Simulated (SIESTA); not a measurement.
Runs of SIESTA 5.4.2 on K. The cell holds a slab with vacuum, 5 atoms: a = 4.786 Å, b = 4.786 Å, c = 30.517 Å, α = 90.00°, β = 90.00°, γ = 120.00°. 

```csv
potentials or basis,gap on the mesh (eV),largest force (eV/Å),work function (eV)
"Ansatz (PBE files), DZP (energy shift 0.003 Ry; two zetas on semicore shells; d shell added on K)",none,0.03,2.00
"PseudoDojo 0.5 standard (PBE files), DZP (energy shift 0.003 Ry; two zetas on semicore shells; d shell added on K)",none,0.03,2.01
"PseudoDojo 0.4 stringent (PBE files), DZP (energy shift 0.003 Ry; two zetas on semicore shells; d shell added on K)",none,0.03,2.01
"PseudoDojo 0.4 standard (PBE files), DZP (energy shift 0.003 Ry; two zetas on semicore shells; d shell added on K)",none,0.03,2.01
"SPMS 1.0 (PBE files) or PseudoDojo by element, DZP (energy shift 0.003 Ry; two zetas on semicore shells; d shell added on K)",none,(a),2.09
"SG15 1.2 (PBE files) or PseudoDojo by element, DZP (energy shift 0.003 Ry; two zetas on semicore shells; d shell added on K)",none,0.03,1.98
```

Alike in all rows: task single point; level PBE; no spin polarisation; cell as given; k mesh 7 × 7 × 1; smearing fermi-dirac 0.05 eV; grid cutoff 800 Ry; energy shift 0.003 Ry.

**Question.** Fill in the values left out.

**Answer.** (a) 0.04.

Caveats: the basis of atomic orbitals isn't converged, which shifts pressures, moduli and gaps.

A gap of «none» marks a metal or a gap under the smearing width.
